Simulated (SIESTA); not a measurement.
Runs of SIESTA 5.4.2 on GaP. The structure is cubic, space group F-43m (No. 216). Conventional cell: a = 5.451 Å, b = 5.451 Å, c = 5.451 Å, α = 90.00°, β = 90.00°, γ = 90.00°. Around Ga (site symmetry -43m) lie 4 P at 2.36 Å. P (site symmetry -43m) is surrounded by 4 Ga at 2.36 Å. 

| level | potentials or basis | spin | gap on the mesh (eV) | pressure (GPa) |
| --- | --- | --- | --- | --- |
| PBE | PseudoDojo 0.4 standard (PBE files), DZ (energy shift 0.003 Ry; two zetas on semicore shells) | off | 1.99 | 5.1 |
| vdW-DF-cx | PseudoDojo 0.4 standard (PBE files), DZP (energy shift 0.003 Ry; two zetas on semicore shells) | off | 1.58 | 1.5 |
| RPBE | PseudoDojo 0.4 standard (PBE files), DZP (energy shift 0.003 Ry; two zetas on semicore shells) | off | 1.75 | 5.1 |
| PBE | PseudoDojo 0.4 standard (PBE files, fully relativistic), DZP (energy shift 0.003 Ry; two zetas on semicore shells) | non-collinear, zero start, SOC | (b) | 3.2 |
| PBE | PseudoDojo 0.4 standard (PBE files), DZP (energy shift 0.003 Ry; two zetas on semicore shells) | off | 1.64 | 3.1 |
| PBE | PseudoDojo 0.4 standard (PBE files), TZP (energy shift 0.003 Ry; two zetas on semicore shells) | off | (a) | 3.2 |

Alike in all rows: task band structure; cell as given; k mesh 8 × 8 × 8; smearing fermi-dirac 0.05 eV; grid cutoff 800 Ry; energy shift 0.003 Ry.

Estimate the missing entries.

(a) 1.65; (b) 1.61.

Caveats: the basis of atomic orbitals isn't converged, which shifts pressures, moduli and gaps; the potentials were made for another functional, which shifts forces and pressure (some runs); the basis has no polarisation orbitals (some runs).

A k mesh can miss the band edges, and rows without SOC leave out spin-orbit coupling on Ga.
